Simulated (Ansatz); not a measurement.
**NaI: parities and Z2 indices, calculated with Ansatz**

Space group Fm-3m (No. 225), 2 atoms in the cell of the first input below: a = 4.577 Å, b = 4.577 Å, c = 4.577 Å, α = 60.00°, β = 60.00°, γ = 60.00°.

The structure is a measured one, not always of the ambient phase, taken without relaxation (pressure -0.5 GPa with this functional, without spin–orbit coupling). Functional: PBEsol.

Input:

```yaml
crystal:
  lattice:
    - [0.0, 3.2364007687, 3.2364007687]
    - [3.2364007687, 0.0, 3.2364007687]
    - [3.2364007687, 3.2364007687, 0.0]
  atoms:
    - { symbol: Na, position: [0.0, 0.0, 0.0] }
    - { symbol: I, position: [0.5, 0.5, 0.5] }
basis:
  ecutwfc: 420
  ecutrho_ratio: 4
kpoints:
  mp_grid: { grid: [6, 6, 6] }
hamiltonian:
  xc: pbesol
scf:
  occupations: { method: gaussian, width: 0.05 }
output:
  forces: true
  stress: true
  eigenvalues: true
  populations: true
  topological_invariants: true
magnetization:
  noncollinear: true
  spin_orbit: true
```

```bash
ansatz run input.yaml --threads 4 --pin off --max-ram 9216MiB --backend cpu --events-out ev --progress --plain --runs-dir out
```

Time: 42 s on 4 threads of Arm Neoverse N1, on a shared host, peak memory 0.69 GiB.

Without spin–orbit coupling the gap on a 10×10×10 mesh is 3.51 eV. With it, in a separate run (self-consistent on 8×8×8, bands on 14×14×14), a gap of 3.17 eV parts the filled from the empty bands (a gap on a mesh is an upper bound, as the edges may lie between its points, so gaps on unlike meshes don't measure the coupling's effect alone). The indices are those of the lowest 26 bands, and their direct separation from the next band is open.

Odd-parity bands among them at the eight time-reversal-invariant momenta (inversion centre at 0.000 0.000 0.000):

```tsv
k	odd bands
0.0 0.0 0.0	12
0.0 0.0 0.5	18
0.0 0.5 0.0	18
0.0 0.5 0.5	12
0.5 0.0 0.0	18
0.5 0.0 0.5	12
0.5 0.5 0.0	12
0.5 0.5 0.5	18
```

Question: What are the Z2 indices by the rule of Fu and Kane?

Answer: Each Kramers pair counts once, so δ = (−1)^(odd bands / 2): +, −, −, +, −, +, +, −. The product of all eight gives ν0, the products over the planes k_i = 1/2 the weak indices: (0;000). The Wilson-loop planes give (0;000).

Question: The cell is scaled in volume by 0.96 and 1.05 with the atoms carried along. Do the indices change?

Answer: No.

```json
{"volume ratio": "0.96", "pressure with spin–orbit coupling (GPa)": "0.2", "smallest direct separation sampled (eV)": "3.272", "at k": "0.00 0.00 0.00", "separation": "open", "Z2": "(0;000)"}
{"volume ratio": "1.00", "pressure with spin–orbit coupling (GPa)": "-0.5", "smallest direct separation sampled (eV)": "3.169", "at k": "0.00 0.00 0.00", "separation": "open", "Z2": "(0;000)"}
{"volume ratio": "1.05", "pressure with spin–orbit coupling (GPa)": "-1.1", "smallest direct separation sampled (eV)": "3.057", "at k": "0.00 0.00 0.00", "separation": "open", "Z2": "(0;000)"}
```

Caveats: Kohn–Sham gaps are too small; Z2 indices don't see topology that rests on crystal symmetry, and an even number of inversions cancels.

NaI comes out as a topologically trivial ionic insulator, and the negative products at four of the momenta are no sign of band inversion. The filled bands are those of closed-shell Na⁺ and I⁻. With the inversion centre on Na, the Bloch phase at the L points reverses the parity of every iodine-derived state: the 4d and 5s bands become odd and the 5p bands even, which accounts for the rise from 12 to 18 odd bands. This is the pattern of the atomic limit.

The smallest sampled direct separation stays at Γ and falls steadily on expansion, from 3.272 to 3.057 eV. It lies between an iodine 5p valence edge and an s-like conduction edge. The latter is delocalised and probably drops faster as the lattice expands, through its lower kinetic energy and weaker antibonding character. The narrowing therefore doesn't point to an incipient inversion, and the separation remains far from closing at all three volumes. Uniform scaling leaves open how the bands respond to shear or to a change of structure type.
